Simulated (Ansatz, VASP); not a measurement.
Two plane-wave programs on MgZn3O4

```
Mg Zn O
1.0
     0.00000    0.00000   -5.20221
     3.24713    5.62419    0.00000
     3.24713   -5.62419    0.00000
Mg Zn O
2 6 8
Direct
  0.50000 0.16667 0.33333
  0.00000 0.33333 0.66667
  0.50000 0.16667 0.83333
  0.50000 0.66667 0.33333
  0.50000 0.66667 0.83333
  0.00000 0.33333 0.16667
  0.00000 0.83333 0.66667
  0.00000 0.83333 0.16667
  0.62099 0.33333 0.66667
  0.62099 0.33333 0.16667
  0.62099 0.83333 0.66667
  0.62099 0.83333 0.16667
  0.12099 0.16667 0.33333
  0.12099 0.16667 0.83333
  0.12099 0.66667 0.33333
  0.12099 0.66667 0.83333
```

The cell was built by a generator and needn't be a form met in nature.

Alike in both runs: task single point; functional PBEsol; k mesh 4 × 3 × 3; occupations gaussian, width 0.1 eV; no spin polarisation.

|  | VASP | Ansatz |
| --- | --- | --- |
| version | VASP 6.6.1 | Ansatz 0.2.0 |
| potentials or method | VASP PAW PBE potentials, release 64 (Mg, Zn, O) | scalar-relativistic, plane waves, PAW |
| plane-wave cutoff (eV) | 520 | 420 |
| valence electrons in the cell | 124 | 140 |

|  | VASP | Ansatz | Ansatz less VASP |
| --- | --- | --- | --- |
| gap on the k mesh at the Fermi level (eV) | 1.25 | 1.26 | +0.011 |
| least direct gap on the mesh (eV) | 1.25 | 1.26 | +0.011 |
| pressure (GPa) | -0.2 | -0.8 | -0.66 |
| largest component of the traceless stress (GPa) | 0.84 | 0.79 | -0.052 |
| rms of the force components (eV/Å) | 0.075 | 0.067 | -0.0084 |

The two sets of potentials don't hold the same shells in valence.

Caveats: the PAW data sets were made with another functional, which shifts forces and pressure a little (VASP).
